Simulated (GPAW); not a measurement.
A run of GPAW 26.7.0 is set up as follows.

run.py

```python
from ase import Atoms
from ase.dft.bandgap import bandgap
from ase.io import write
from ase.units import Bohr, GPa
from gpaw import GPAW, PW
from gpaw.elf import elf_from_dft_calculation

atoms = Atoms(['Mg', 'B', 'B'],
              cell=[[3.085, 0.0, 0.0],
                    [-1.5425, 2.6716883707, 0.0],
                    [0.0, 0.0, 3.523]],
              scaled_positions=[[0.0, 0.0, 0.0],
                                [0.6666666667, 0.3333333333, 0.5],
                                [0.3333333333, 0.6666666667, 0.5]],
              pbc=True)

calc = GPAW(mode=PW(800),
            xc='PBE',
            kpts={'size': (10, 10, 8), 'gamma': True},
            occupations={'name': 'methfessel-paxton', 'order': 0, 'width': 0.025},
            nbands=17,
            convergence={'density': 1e-05, 'energy': 1e-05},
            maxiter=150,
            txt='gpaw.txt')
atoms.calc = calc
energy = atoms.get_potential_energy()
forces = atoms.get_forces()
stress = atoms.get_stress()
calc.write('gs.gpw')
write('result.traj', atoms)
print(f'Energy: {energy:.6f} eV')
print('Forces (eV/A):')
print(forces.round(4))
print('Stress (GPa):', (stress / GPa).round(3))
print('Fermi level:', round(calc.get_fermi_level(), 4), 'eV')
print(f'Gap: {bandgap(calc)[0]:.4f} eV, direct: {bandgap(calc, direct=True)[0]:.4f} eV')

# fields on the real-space grid
write('density.cube', atoms, data=calc.get_pseudo_density() * Bohr**3)
write('potential.cube', atoms, data=calc.get_electrostatic_potential())
write('elf.cube', atoms, data=elf_from_dft_calculation(calc).data)
```

Potentials or basis: GPAW PAW data sets (gpaw-data 1.2.1), pw.

Launch:

```sh
$ OMP_NUM_THREADS=1 python run.py
```

**Question.** Estimate the band gap on the k mesh.

**Answer.** None (metal or under the smearing width).

**Question.** Estimate the pressure.

**Answer.** -1.1 GPa.

Stress tensor (GPa, compression positive):
```
-0.88  0.00  0.00
 0.00 -0.88  0.00
 0.00  0.00 -1.63
```
